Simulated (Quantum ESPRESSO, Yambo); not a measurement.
# Quasiparticle gap of BAs (F-43m) in Yambo, part 3 of 3

Aim: the G0W0 gap of BAs (F-43m) on PBE with spin-orbit coupling, step by step.

Quantum ESPRESSO 7.5 and Yambo 5.3.0; PBE and many-body steps on it, plane waves. Known limits of the many-body steps: not at the basis limit; exchange with frozen shells missing.

So far. Step 3 (Bands along the symmetry lines): The gap is 1.144 eV, as in the run before at this level. Step 4 (Empty states on the mesh, 6×6×6 mesh, 160 bands): On this mesh the gap is 1.229 eV. The earlier step found 1.144 eV, so this mesh misses an edge.

## Step 6: Screening and self-energy, 6×6×6 mesh, 160 bands, screening to 142.9 eV

Now the one-shot GW correction: screening in the RPA, then the self-energy of the levels asked for.

This step: G0W0 on PBE with spin-orbit coupling, plane waves, norm-conserving pseudopotentials.

Input file gw4.in:

```
HF_and_locXC
gw0
dyson
ppa
em1d
rim_cut
RandQpts= 1000000
RandGvec= 1 RL
EXXRLvcs= 76 Ry
VXCRLvcs= 304 Ry
Chimod= "HARTREE"
% BndsRnXp
 1 | 160 |
%
NGsBlkXp= 10.5 Ry
% LongDrXp
 1 | 1 | 1 |
%
% GbndRnge
 1 | 160 |
%
DysSolver= "n"
ExtendOut
PPAPntXp= 27.21138 eV
% QPkrange
 1 | 1 | 15 | 22 |
 10 | 10 | 15 | 22 |
%
```

The run is started by

```sh
> OMP_NUM_THREADS=1 mpirun -n 4 yambo -F gw4.in -J gw4 -C gw4 > gw4.log
```

The program printed:

```text
 Yambo, version 5.3.0

 [02] CORE Variables Setup
 =========================

  [... cell, symmetries and grids as in the set-up ...]

  [02.05] Energies & Occupations
  ==============================

  [X] === General ===
  [X] Electronic Temperature                        :  0.000000  0.000000 [eV K]
  [X] Bosonic    Temperature                        :  0.000000  0.000000 [eV K]
  [X] Finite Temperature mode                       : no
  [X] El. density                                   :  0.66049E+24 [cm-3]
  [X] Fermi Level                                   :  11.41181 [eV]

  [X] === Gaps and Widths ===
  [X] Conduction Band Min                           :  1.228506 [eV]
  [X] Valence Band Max                              :  0.000000 [eV]
  [X] Filled Bands                                  :  18
  [X] Empty Bands                                   :   19  160
  [X] Direct Gap                                    :  3.086215 [eV]
  [X] Direct Gap localized at k                     :  1
  [X] Indirect Gap                                  :  1.228506 [eV]
  [X] Indirect Gap between kpts                     :   1  10
  [X] Last valence band width                       :  4.991641 [eV]
  [X] 1st conduction band width                     :  3.054483 [eV]

 [03] Transferred momenta grid and indexing
 ==========================================

 IBZ Q-points                                      :  16
 BZ  Q-points                                      :  216

 K/Q-points units:
 rlu = crystal or reduced units; cc = cartesian coordinates; iku = interal k-units

 Q [ 1]         [rlu]:  0.000000  0.000000  0.000000
 Q [ 2]         [rlu]: -0.44040E-17 -0.44040E-17  0.16667
 Q [ 3]         [rlu]: -0.88081E-17 -0.88081E-17  0.33333
 Q [ 4]         [rlu]: -0.63303E-17 -0.63303E-17 -0.50000
 Q [ 5]         [rlu]: -0.90023E-17  0.16667      0.16667
 Q [ 6]         [rlu]: -0.14373E-16  0.16667      0.33333
 Q [ 7]         [rlu]:  0.33135E-17  0.16667      0.50000
 Q [ 8]         [rlu]: -0.63303E-17  0.16667     -0.33333
 Q [ 9]         [rlu]:  0.28747E-16  0.16667     -0.16667
 Q [10]         [rlu]: -0.18005E-16  0.33333      0.33333
     [... 4 further rows ...]
 Q [15]         [rlu]:  0.166667  0.333333 -0.333333
 Q [16]         [rlu]:  0.166667 -0.500000 -0.333333

 [04] Coloumb potential Random Integration (RIM)
 ===============================================

  [04.01] RIM initialization
  ==========================

  * Diagonal components only detected *

  8 x (sBL volume)        :  0.049954 [a.u.]
  sBZ random points       :  1000000
  Points outside the sBZ  :   7968281
  RL volume               :  1.348768 [a.u.]
  Integrated volume       :  1.354137 [a.u.]

  [04.02] RIM integrals
  =====================

  Gamma point sphere radius             :  0.066805 [a.u.]
  Points outside the sphere             :   800476
  [Int_sBZ(q=0) 1/q^2]*(Vol_sBZ)^(-1/3) =:  7.776341
                                 should be <:  7.795600

  Summary of Coulomb integrals for non-metallic bands |Q|[au] RIM/Bare

  Q [1] 0.100000E-4 0.997530 * Q [2] 0.200926 1.068930
  Q [5] 0.232009 1.068679 * Q [9] 0.328110 1.029814
  Q [6] 0.384743 1.023420 * Q [3] 0.401851 1.020719
  Q [10] 0.464018 1.017590 * Q [8] 0.505652 1.014476
  Q [14] 0.518788 1.014367 * Q [7] 0.568303 1.012582
  Q [11] 0.602777 1.011829 * Q [4] 0.602777 1.011206
  Q [12] 0.656220 1.010226 * Q [15] 0.686291 1.009617
  Q [13] 0.696026 1.009452 * Q [16] 0.733676 1.008801

 [05] Dipoles
 ============

  [05.01] Setup: observables and procedures
  =========================================

 [06] Dynamic Dielectric Matrix (PPA)
 ====================================

 [WR./gw4//ndb.pp]---------------------------------------------------------------
  Brillouin Zone Q/K grids (IBZ/BZ)                :   16  216   16  216
  RL vectors                                       :  2733 [WF]
  Coulomb cutoff potential                         : none
  Electronic Temperature                           :  0.000000 [K]
  Bosonic    Temperature                           :  0.000000 [K]
  PPA    diel. fun.  energies                      : Perdew, Burke & Ernzerhof(X)+Perdew, Burke & Ernzerhof(C)
  wavefunctions                                    : Perdew, Burke & Ernzerhof(X)+Perdew, Burke & Ernzerhof(C)
  Global Gauge                                     : length
  X matrix size                                    :  137
  X band range                                     :    1  160
  X e/h energy range                               : -1.000000 -1.000000 [eV]
  X Time ordering                                  : R
  X Hxc Kernel                                     : HARTREE
  X Drude frequency                                :  0.000000  0.000000
  X poles                                          :  100.0000 [o/o]
  RL vectors in the sum                            :  2733
  [r,Vnl] included                                 : yes
  Field direction                                  :  0.577350E-5  0.577350E-5  0.577350E-5
  BZ energy Double Grid                            : no
  BZ energy DbGd points                            : 0
  BZ Q point size factor                           : -1.000000
  X Optical Averaged directions                    : none

 [07] Local Exchange-Correlation + Non-Local Fock
 ================================================

 [VXC] Plane waves :  16457
 [EXS] Plane waves :  2109

 QP @ state[ 1 ] K range:  1  1
 QP @ state[ 1 ] b range:  15  22
 QP @ state[ 2 ] K range:  10  10
 QP @ state[ 2 ] b range:  15  22

 [xc] Functional : Perdew, Burke & Ernzerhof(X)+Perdew, Burke & Ernzerhof(C)
 [xc] LIBXC used to calculate xc functional
  PP Number of Atomic Species                      :  2
  NLCC RL compoments                               :  16457
  PP Number of Atomic Species                      :  2
  NLCC RL compoments                               :  16457

 [xc] E_xc :  -12.07529 [Ha]
      E_xc :  -24.15059 [Ry]

  Local XC kind (lXC) : Perdew, Burke & Ernzerhof(X)+Perdew, Burke & Ernzerhof(C)
  Non-Local XC kind (nlXC) : Hartree-Fock

  Corrections @ K [1] :  [eV]
 <15|nlXC|15> = -15.34045 -0.20990E-17 <15|lXC|15> = -13.67110  0.94406E-16
 <16|nlXC|16> = -15.34044 -0.55858E-17 <16|lXC|16> = -13.67110  0.70782E-16
 <17|nlXC|17> = -15.34042 -0.78708E-17 <17|lXC|17> = -13.67110  0.47204E-15
 <18|nlXC|18> = -15.34045  0.85239E-17 <18|lXC|18> = -13.67110  0.56644E-15
 <19|nlXC|19> = -8.476833  0.21485E-17 <19|lXC|19> = -12.56523  0.18882E-15
 <20|nlXC|20> = -8.476834 -0.10851E-17 <20|lXC|20> = -12.56523  0.14163E-15
 <21|nlXC|21> = -8.512083 -0.49168E-17 <21|lXC|21> = -12.56107 -0.18882E-15
 <22|nlXC|22> = -8.512108 -0.10987E-17 <22|lXC|22> = -12.56107  0.28322E-15

  Corrections @ K [10] :  [eV]
 <15|nlXC|15> = -16.19352 -0.47030E-18 <15|lXC|15> = -12.81603  0.18880E-15
 <16|nlXC|16> = -16.19351 -0.20860E-19 <16|lXC|16> = -12.81603 -0.94412E-16
 <17|nlXC|17> = -16.05915  0.14781E-17 <17|lXC|17> = -12.76539  0.70798E-16
 <18|nlXC|18> = -16.05916  0.11818E-17 <18|lXC|18> = -12.76539  0.23604E-16
 <19|nlXC|19> = -7.348857  0.91682E-18 <19|lXC|19> = -11.35149  0.35521E-20
 <20|nlXC|20> = -7.348856 -0.24155E-17 <20|lXC|20> = -11.35149  0.18882E-15
 <21|nlXC|21> = -6.176766 -0.33830E-17 <21|lXC|21> = -10.88517  0.21790E-20
 <22|nlXC|22> = -6.176766  0.48052E-17 <22|lXC|22> = -10.88517 -0.82617E-16

 [08] Dyson equation: Newton solver
 ==================================

  [08.01] G0W0 (W PPA)
  ====================

  [  GW  ] Bands range     :    1  160
  [GW/PPA] G damping       :  0.100000 [eV]

  QP @ state[ 1 ] K range:  1  1
  QP @ state[ 1 ] b range:  15  22
  QP @ state[ 2 ] K range:  10  10
  QP @ state[ 2 ] b range:  15  22

   Sc/G bands                                       :    1  160
   Sc/G damping                                     :  0.100000 ev
   Sc bands terminator                              : no
   Sx RL components                                 :  2109

   QP @ state[ 1 ] K range                          :  1  1
   QP @ state[ 1 ] b range                          :  15  22
   QP @ state[ 2 ] K range                          :  10  10
   QP @ state[ 2 ] b range                          :  15  22
   GF energies kind                                 : Perdew, Burke & Ernzerhof(X)+Perdew, Burke & Ernzerhof(C)
   GF WF`s kind                                     : Perdew, Burke & Ernzerhof(X)+Perdew, Burke & Ernzerhof(C)
   Xs energies kind                                 : Perdew, Burke & Ernzerhof(X)+Perdew, Burke & Ernzerhof(C)
   Xs WF`s kind                                     : Perdew, Burke & Ernzerhof(X)+Perdew, Burke & Ernzerhof(C)

 [11] Game Over & Game summary
```

The job ended after 8.9 min (4 MPI ranks of Arm Neoverse V1, shared host; peak memory 2.4 GiB; 35 min of CPU time).

This step gave:

* G0W0 gap on the points computed: 2.065 eV
* starting gap on the mesh: 1.229 eV
* k of the valence top: 0, 0, 0
* k of the conduction bottom: 0, 0.3333, 0.3333
* least direct G0W0 gap on the computed points: 3.897 eV
* Z at the valence top: 0.8055
* Z at the conduction bottom: 0.8146

The gap on the mesh goes from 1.23 eV to 2.06 eV, a correction of +0.84 eV. The start differs from the 1.14 eV found before because the two sample other k points.

Limits: finite bands, cutoff and mesh; exchange with frozen shells missing. v1 is the top filled band, c1 the lowest empty one. Levels before and after the correction, in eV, zero at the valence-band top of each column:

|  | conduction bottom | valence top |
| --- | --- | --- |
| Kohn-Sham | 1.23 | 0.00 |
| G0W0 | 2.06 | 0.00 |

```
                           level  energy (eV)
Kohn-Sham                Γ v3-v1        0.000
Kohn-Sham                Γ c1-c2        3.086
Kohn-Sham                   Γ c3        3.301
Kohn-Sham     (0 0.333 0.333) v3       -3.583
Kohn-Sham  (0 0.333 0.333) v2-v1       -3.451
Kohn-Sham  (0 0.333 0.333) c1-c2        1.229
Kohn-Sham     (0 0.333 0.333) c3        3.091
     G0W0                Γ v3-v1        0.000
     G0W0                Γ c1-c2        3.897
     G0W0                   Γ c3        4.053
     G0W0     (0 0.333 0.333) v3       -3.880
     G0W0  (0 0.333 0.333) v2-v1       -3.731
     G0W0  (0 0.333 0.333) c1-c2        2.065
     G0W0     (0 0.333 0.333) c3        3.986
```

## Step 7: Where the time went

Times are wall times on the hardware named with each run, good to a factor of about two.

```
                          step     time  share  memory (GiB)
                  ground state     16 s    3 %          0.34
bands along the symmetry lines     10 s    2 %          0.24
      empty states on the mesh     24 s    4 %          0.42
         conversion and set-up    2.8 s    0 %          0.24
     screening and self-energy  8.9 min   91 %           2.4
```

## Step 8: Results

| Quantity | Value |
| --- | --- |
| PBE gap | 1.14 eV, indirect |
| G0W0 gap on the mesh | 2.06 eV |
| G0W0 gap over the zone (rigid shift) | 1.98 eV |
| GW settings | 6×6×6 mesh, 160 bands, screening to 142.9 eV, Godby-Needs plasmon pole |
| known limits | not at the basis limit; exchange with frozen shells missing |

What this shows: G0W0 moves the gap on the mesh from 1.23 eV to 2.06 eV (+0.84 eV), with Z of 0.81 and 0.81 at the edges. The mesh misses the band edges by 0.08 eV in all; a rigid shift gives 1.98 eV for the zone. Only 2 of the mesh's irreducible points were corrected, so a valley elsewhere could overtake. The dearest step here is «screening and self-energy». Against experiment, by G0W0@PBE: the gap of 1.98 eV lies +0.16 eV from the measured 1.82 eV (indirect, 300 K, 2019); the direct gap of 3.90 eV lies −0.22 eV from the measured 4.12 eV (direct, 300 K, 2019); the gap of 1.98 eV lies −0.04 eV from the measured 2.02 eV (indirect, 300 K, 2019). An exciton line or allowed optical edge lies below the quasiparticle gap by the binding energy; a forbidden edge can push the onset above it. The calculation has static nuclei and no excitons; a measured gap holds zero-point and thermal motion, which mostly lowers it. Bands and cutoff are finite, so the gap is not at the basis limit. The miss can reach some tenths of an eV and take either sign; the mesh is an error of its own. In the G0W0 run levels were corrected at 2 k points alone, so a gap called «on the mesh» is the least over those, and an edge elsewhere would be missed. A denser mesh or path gives a starting gap of 1.14 eV: the GW mesh misses a band edge, so its gaps are not the fundamental one. The norm-conserving file of at least one element keeps a d shell over frozen s and p shells of the same row. Exchange with those shells is missing from the self-energy, an error of 0.3 to 0.9 eV in cases checked, whose sign depends on which edge lies on those atoms.

[Paths, hosts, dates, memory and timing lines, banners, echoed tables and standing remarks are left out of the program output.]

[Logs are printed without paths, hosts, clocks, repeated set-up lines and the standing remarks that a program may print on its own settings, such as how far it seeks lower states.]

[Runs of the session that timed out or met a known fault of the program may be left out.]

[Hosts, paths, dates, database ids (printed as entryN), source tags and the programs' standing remarks are cut or masked in the printed files.]
